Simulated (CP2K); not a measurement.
Runs of CP2K 2026.2 on BAs. The structure is cubic, space group F-43m (No. 216). The conventional cell has a = 4.777 Å, b = 4.777 Å, c = 4.777 Å, α = 90.00°, β = 90.00°, γ = 90.00°. Around As (site symmetry -43m) lie 4 B at 2.07 Å. B (site symmetry -43m) has 4 As at 2.07 Å as nearest neighbours. 

| task | level | potentials or basis | smearing | NGRIDS | points a segment of the path (NPOINTS) | bands added on the path | CUTOFF of the grids | gap on the mesh (eV) | pressure (GPa) |
| --- | --- | --- | --- | --- | --- | --- | --- | --- | --- |
| band structure | TB-mBJ | POTENTIAL_UZH As GTH-PBE-q5, B GTH-PBE-q3; TZVP-MOLOPT-PBE-GTH basis | fermi-dirac 0.05 eV | 4 | 8 | 4 | 675 Ry | 1.42 | - |
| band structure | r2SCAN | POTENTIAL_UZH As GTH-SCAN-q5, B GTH-SCAN-q3; TZVP-MOLOPT-SCAN-GTH basis | fermi-dirac 0.1 eV | 5 | 10 | 2 | 675 Ry | 1.42 | (a) |
| band structure | LDA | GTH_POTENTIALS As GTH-PADE-q5, B GTH-PADE-q3; TZVP-MOLOPT-PBE-GTH basis | fermi-dirac 0.05 eV | 4 | 10 | 2 | 450 Ry | (b) | -4.1 |
| band structure | PBEsol | POTENTIAL_UZH As GTH-PBE-q5, B GTH-PBE-q3; TZVP-MOLOPT-PBE-GTH basis | fermi-dirac 0.1 eV | 5 | 8 | 6 | 450 Ry | 1.06 | 2.3 |

Alike in all rows: no spin polarisation; cell as given; k mesh 10 × 10 × 10.

**Question.** Fill in the values left out.

**Answer.** (a) -1.1; (b) 1.19.

Caveats: the basis of atomic orbitals isn't converged, which shifts pressures, moduli and gaps; the potentials were made for another functional, which shifts forces and pressure (some runs); this is a model potential without an energy functional, so only levels have meaning (some runs).

A k mesh can miss the band edges, and the runs leave out spin-orbit coupling on As.

Runs at the PBE level aren't shown here.
